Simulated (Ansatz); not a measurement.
# Two Ansatz runs on SrTe

The cell is built from the rocksalt type as a first guess.

First run: DFT, PBE, PAW with Ansatz's default frozen-core files, scalar-relativistic (Ansatz 0.2.0).

Command: `ansatz run input.yaml --threads 1 --pin off --max-ram 2048MiB --backend cpu --events-out ev --progress --plain --runs-dir out` The run took about 27 s on 1 thread of a shared machine.

```yaml
crystal:
  lattice:
    - [0.0, 3.2195088072, 3.2195088072]
    - [3.2195088072, 0.0, 3.2195088072]
    - [3.2195088072, 3.2195088072, 0.0]
  atoms:
    - { symbol: Sr, position: [0.0, 0.0, 0.0] }
    - { symbol: Te, position: [0.5, 0.5, 0.5] }
kpoints:
  mp_grid: { grid: [11, 11, 11] }
scf:
  occupations: { method: fermi_dirac, width: 0.03 }
hamiltonian:
  xc: pbe
  pseudopotentials: { kind: paw }
output:
  forces: true
  stress: true
relax:
  f_tol: 0.005
  max_steps: 80
  cell: {}
```

Result: converged; relaxed volume 37.905 Å³/atom; 26 SCF iterations in all.

No spin–orbit coupling, which matters for the heavy atoms here.

The input is then changed:

```diff
@@ -11,4 +11,5 @@
 scf:
   occupations: { method: fermi_dirac, width: 0.03 }
+  mixing: { preconditioner: none }
 hamiltonian:
   xc: pbe
```

Question: Predict the outcome of the changed run.

Answer: It converged; energy at zero smearing 0.0 meV/atom from the first run; relaxed volume 37.905 Å³/atom; 26 SCF iterations in all.
